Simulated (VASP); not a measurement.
# CoO (P3m1) in VASP: notebook, part 2 of 2

VASP 6.6.1. The steps go on from the part before.

### 3 Single point, PBE, collinear spin, ferromagnetic start

run.py

```python
from ase.calculators.vasp import Vasp
from ase.dft.bandgap import bandgap
from ase.io import read

atoms = read('CoO.cif')
atoms.set_initial_magnetic_moments([2.0, 2.0, 0.0, 0.0])
calc = Vasp(
    directory='calc',
    xc='pbe',
    pp='PBE',
    setups='minimal',
    prec='Accurate',
    encut=500,
    ediff=1e-07,
    ismear=0,
    sigma=0.1,
    lreal=False,
    lasph=True,
    nelm=120,
    algo='Fast',
    isif=2,
    lwave=False,
    lcharg=True,
    ispin=2,
    lorbit=11,
    lmaxmix=4,
    lelf=True,
    lvhar=True,
    kpts=[10, 10, 5],
    gamma=True,
)
atoms.calc = calc

print('energy (eV):', atoms.get_potential_energy())
print('free energy (eV):', atoms.get_potential_energy(force_consistent=True))
print('forces (eV/A):')
print(atoms.get_forces())
print('stress (eV/A^3, Voigt):', atoms.get_stress())
print('Fermi level (eV):', calc.get_fermi_level())
print('moment (muB):', atoms.get_magnetic_moment())
print('site moments (muB):', atoms.get_magnetic_moments())
gap, top, bottom = bandgap(calc)
print('band gap (eV):', gap, 'from (spin, k, band)', top, 'to', bottom)
```

CoO.cif

```cif
data_CoO
_cell_length_a 3.19764574
_cell_length_b 3.19764574
_cell_length_c 5.22870971
_cell_angle_alpha 90.00000000
_cell_angle_beta 90.00000000
_cell_angle_gamma 120.00000000
_space_group_name_H-M_alt 'P1'
_space_group_name_Hall 'P 1'
_space_group_IT_number 1
loop_
_space_group_symop_operation_xyz
'x,y,z'
loop_
_atom_site_label
_atom_site_type_symbol
_atom_site_symmetry_multiplicity
_atom_site_Wyckoff_symbol
_atom_site_fract_x
_atom_site_fract_y
_atom_site_fract_z
_atom_site_occupancy
Co1 Co 1 a 0.3333333333 0.6666666667 0.5033624100 1
Co2 Co 1 a 0.0000000000 0.0000000000 0.0034741400 1
O1 O 1 a 0.3333333333 0.6666666667 0.8715556000 1
O2 O 1 a 0.0000000000 0.0000000000 0.3716088500 1
```

Potentials or basis: VASP PAW PBE potentials, release 64 (Co, O).

On the command line:

```sh
$ python run.py
```

The program printed:

```text
energy (eV): -26.6154135
free energy (eV): -26.62008721
forces (eV/A):
[[-0.          0.         -0.30418998]
 [ 0.          0.         -0.31122208]
 [ 0.         -0.          0.30820677]
 [-0.          0.          0.30720528]]
stress (eV/A^3, Voigt): [-0.00257318 -0.00257318 -0.02333626 -0.          0.         -0.        ]
Fermi level (eV): 6.01635785
moment (muB): 5.8735878
site moments (muB): [2.503 2.503 0.313 0.313]
band gap (eV): 0.0 from (spin, k, band) (None, None, None) to (None, None, None)
```

OUTCAR:

```text
ENCUT = 500.000000
   EDIFF = 1.00e-07
   GGA = PE
   PREC = Accurate
   ISIF = 2
   ISMEAR = 0
   ISPIN = 2
   LORBIT = 11
   NELM = 120
   LASPH = .TRUE.
   LREAL = .FALSE.

 ion  position               nearest neighbor table
   1  0.333  0.667  0.503-   3 1.93   4 1.97   4 1.97   4 1.97
   2  0.000  0.000  0.003-   4 1.92   3 1.97   3 1.97   3 1.97
   3  0.333  0.667  0.872-   1 1.93   2 1.97   2 1.97   2 1.97
   4  0.000  0.000  0.372-   2 1.92   1 1.97   1 1.97   1 1.97

  LATTYP: Found a hexagonal cell.
 ALAT       =     3.1976457400
 C/A-ratio  =     1.6351747927

  Lattice vectors:

 A1 = (   3.1976457400,   0.0000000000,   0.0000000000)
 A2 = (  -1.5988228700,   2.7692424431,   0.0000000000)
 A3 = (   0.0000000000,   0.0000000000,   5.2287097100)

Analysis of symmetry for initial positions (statically):
=====================================================================
 Subroutine PRICEL returns:
 Original cell was already a primitive cell.

 Routine SETGRP: Setting up the symmetry group for a
 hexagonal supercell.

 Subroutine GETGRP returns: Found  6 space group operations
 (whereof  6 operations were pure point group operations)
 out of a pool of 24 trial point group operations.

The static configuration has the point symmetry C_3v.

Analysis of symmetry for dynamics (positions and initial velocities):
=====================================================================
 Subroutine PRICEL returns:
 Original cell was already a primitive cell.

 Routine SETGRP: Setting up the symmetry group for a
 hexagonal supercell.

 Subroutine GETGRP returns: Found  6 space group operations
 (whereof  6 operations were pure point group operations)
 out of a pool of 24 trial point group operations.

The dynamic configuration has the point symmetry C_3v.

Analysis of structural, dynamic, and magnetic symmetry:
=====================================================================
 Subroutine PRICEL returns:
 Original cell was already a primitive cell.

 Routine SETGRP: Setting up the symmetry group for a
 hexagonal supercell.

 Subroutine GETGRP returns: Found  6 space group operations
 (whereof  6 operations were pure point group operations)
 out of a pool of 24 trial point group operations.

The overall configuration has the point symmetry C_3v.

 Subroutine INISYM returns: Found  6 space group operations
[... 126 lines left out ...]
   GGA     = PE    functional components
   LHFCALC =     F    Hartree Fock is set to
   AEXX    =    0.0000 exact exchange contribution
   IVDW    =     0    specifies the selected vdW correction
   LEPSILON=     F    determine dielectric tensor
   LRPA    =     F    only Hartree local field effects (RPA)
 spin polarized calculation
 RMM-DIIS sequential band-by-band and
 Gauss-broadening in eV      SIGMA  =   0.10
  energy-cutoff  :      500.00
  volume of cell :       46.30
 maximum number of plane-waves:      1187
   NGX = 11   NGY = 11   NGZ = 19

 number of electron      30.0000008 magnetization       5.8735878

 Free energy of the ion-electron system (eV)
  ---------------------------------------------------
  ext. energy  EPLUGINS =         0.00000000
  ---------------------------------------------------
  free energy    TOTEN  =       -26.62008721 eV

  energy without entropy =      -26.61073980  energy(sigma->0) =      -26.61541350

 E-fermi :   6.0164     XC(G=0): -11.1102

 val. band max:        6.0147233427   @ k =   0.4000   0.2000   0.0000
 cond. band min:       6.0264200787   @ k =   0.1000   0.0000   0.0000
 fundamental gap:      0.0116967359
 Fermi energy:         6.0163578529

 spin component 1

 k-point     1 :       0.0000    0.0000    0.0000
  band No.  band energies     occupation
      1     -13.9665      1.00000
      2     -13.3363      1.00000
      3      -0.9971      1.00000
      4      -0.2184      1.00000
      5      -0.0556      1.00000
      6      -0.0556      1.00000
[... 565 lines left out ...]
     20      11.8435      0.00000
     21      13.3185      0.00000

 [... further k-points ...]

 spin component 2

 k-point     1 :       0.0000    0.0000    0.0000
  band No.  band energies     occupation
      1     -13.4095      1.00000
      2     -12.7468      1.00000
      3      -0.4586      1.00000
      4       1.0880      1.00000
      5       1.2391      1.00000
      6       1.2391      1.00000
[... 565 lines left out ...]
     20      12.6947      0.00000
     21      14.3461      0.00000

 [... further k-points ...]

------------------------ aborting loop because EDIFF is reached ----------------------------------------

  FORCE on cell =-STRESS in cart. coord.  units (eV):
  Direction    XX          YY          ZZ          XY          YZ          ZX
  --------------------------------------------------------------------------------------
  -------------------------------------------------------------------------------------
  Total        0.1191394      0.1191394      1.0804803      0.0000000      0.0000000     -0.0000000
  in kB        4.1226850      4.1226850     37.3888043      0.0000000      0.0000000     -0.0000000
  external PRESSURE =      15.2113914 kB  Pullay stress =       0.0000000 kB

 VOLUME and BASIS-vectors are now :
 -----------------------------------------------------------------------------
  energy-cutoff  :      500.00
  volume of cell :       46.30
      direct lattice vectors                 reciprocal lattice vectors
     3.197645740  0.000000000  0.000000000     0.312730077  0.180554794  0.000000000
    -1.598822870  2.769242443  0.000000000     0.000000000  0.361109589  0.000000000
     0.000000000  0.000000000  5.228709710     0.000000000  0.000000000  0.191251773

 POSITION                                       TOTAL-FORCE (eV/Angst)
 -----------------------------------------------------------------------------------
     -0.00000      1.84616      2.63194        -0.000000      0.000000     -0.304190
      0.00000      0.00000      0.01817         0.000000      0.000000     -0.311222
     -0.00000      1.84616      4.55711         0.000000     -0.000000      0.308207
      0.00000      0.00000      1.94303        -0.000000      0.000000      0.307205
 -----------------------------------------------------------------------------------
    total drift:                               -0.000000     -0.000001     -0.000759

  FREE ENERGIE OF THE ION-ELECTRON SYSTEM (eV)
  ---------------------------------------------------
  free  energy   TOTEN  =       -26.6200872088 eV

  energy  without entropy=      -26.6107397986  energy(sigma->0) =      -26.61541350

 total charge

# of ion       s       p       d       tot
------------------------------------------
    1        0.348   0.435   7.190   7.973
    2        0.348   0.435   7.190   7.973
    3        1.552   3.447   0.000   5.000
    4        1.552   3.447   0.000   5.000
--------------------------------------------------
tot          3.801   7.764  14.380  25.946

 magnetization (x)

# of ion       s       p       d       tot
------------------------------------------
    1        0.016   0.060   2.427   2.503
    2        0.016   0.060   2.427   2.503
    3        0.022   0.292   0.000   0.313
    4        0.022   0.292   0.000   0.313
--------------------------------------------------
tot          0.076   0.703   4.854   5.633
```

INCAR:

```text
ENCUT = 500.000000
SIGMA = 0.100000
EDIFF = 1.00e-07
ALGO = Fast
GGA = PE
PREC = Accurate
ISIF = 2
ISMEAR = 0
ISPIN = 2
LMAXMIX = 4
LORBIT = 11
NELM = 120
LASPH = .TRUE.
LCHARG = .TRUE.
LELF = .TRUE.
LVHAR = .TRUE.
LWAVE = .FALSE.
LREAL = .FALSE.
MAGMOM = 2*2.0000 2*0.0000
```

It took 4.2 min on 1 thread of AMD EPYC 7R43 (Zen 3), shared host; peak memory 0.18 GiB.

What came out:

```
Free energy                                           : -26.6201 eV
Pressure                                              : 1.5 GPa
Largest force                                         : 0.311 eV/Å
Band gap on the k mesh                                : none (metal or under the smearing width)
Net moment                                            : 5.87 μB per cell
Site moments                                          : Co +2.50; O +0.31 μB
Valence electrons inside the program's atomic spheres : Co 7.97; O 5.00
```

Forces in eV/Å, atoms in the order of the input:
```
Co   0.000  0.000 -0.304
Co   0.000  0.000 -0.311
O    0.000  0.000  0.308
O    0.000  0.000  0.307
```

Stress tensor (GPa, compression positive):
```
0.41 0.00 0.00
0.00 0.41 0.00
0.00 0.00 3.74
```

Caveat: semilocal functionals often make such compounds metallic where correlation or magnetic order opens a gap, which also shifts bond lengths. With open d or f shells a metallic result of PBE can be an artefact of self-interaction; +U or a hybrid may open a gap.

### 4 Single point, AM05, collinear spin, ferromagnetic start

INCAR

```
SYSTEM = CoO
  PREC = Accurate
  ENCUT = 400
  EDIFF = 1E-7
  ISMEAR = -1
  SIGMA = 0.1
  LREAL = .False.
  LASPH = .True.
  NELM = 100
  ALGO = Normal
  ISIF = 2
  LWAVE = .False.
  LCHARG = .False.
  ISPIN = 2
  MAGMOM = 2 2 0 0
  LORBIT = 11
  NUPDOWN = 0
  LMAXMIX = 4
  GGA = AM
```

KPOINTS

```
Automatic mesh
0
Gamma
  10 10 5
  0 0 0
```

POSCAR

```
CoO
3.1976
    1.000014305573      0.000000000000      0.000000000000
   -0.500007152802      0.866037792782      0.000000000000
    0.000000000000      0.000000000000      1.635198183012
Co O
2 2
Direct
    0.3333333333      0.6666666667      0.5033624100
    0.0000000000      0.0000000000      0.0034741400
    0.3333333333      0.6666666667      0.8715556000
    0.0000000000      0.0000000000      0.3716088500
```

Potentials or basis: VASP PAW PBE potentials, release 64 (Co, O_s).

On the command line:

```sh
$ cat potpaw_PBE.64/Co/POTCAR potpaw_PBE.64/O_s/POTCAR > POTCAR
$ mpirun -np 1 vasp_std > vasp.out
```

Run time: 4 min. Hardware: 1 thread of AMD EPYC 7R43 (Zen 3), shared host; peak memory 0.16 GiB.

The run converged. Its results:

| Item | Value |
| --- | --- |
| Free energy | -26.7303 eV |
| Pressure | -21.3 GPa |
| Largest force | 0.072 eV/Å |
| Net moment | 0.00 μB per cell |
| Valence electrons inside the program's atomic spheres | Co 8.05; O 5.80 |

Forces on the atoms (eV/Å):
```
Co   0.000  0.000 -0.070
Co   0.000  0.000 -0.072
O    0.000  0.000  0.071
O    0.000  0.000  0.072
```

Stress tensor (GPa, compression positive):
```
-23.66   0.00   0.00
  0.00 -23.66   0.00
  0.00   0.00 -16.66
```

Caveat: the moment is held away from its start; the starting moments collapsed, and a magnetic state may lie lower; the PAW data sets were made with another functional, which shifts forces and pressure a little; the total moment is fixed, so each spin has its own Fermi level.

### 5 The reference run

An earlier run on the cell as given: functional PBE; potentials or basis VASP PAW PBE potentials, release 64 (Co, O); cutoff 520 eV; k mesh 10 × 10 × 5; occupations fermi-dirac, width 0.05 eV; collinear spin, ferromagnetic start; starting moments [2.0, 2.0, 0.0, 0.0] μB.

* Pressure: 1.4 GPa
* Largest force: 0.310 eV/Å
* Band gap on the k mesh: none (metal or under the smearing width)
* Net moment: 5.85 μB per cell
* Site moments: Co +2.50; O +0.31 μB
* Valence electrons inside the program's atomic spheres: Co 7.97; O 5.00
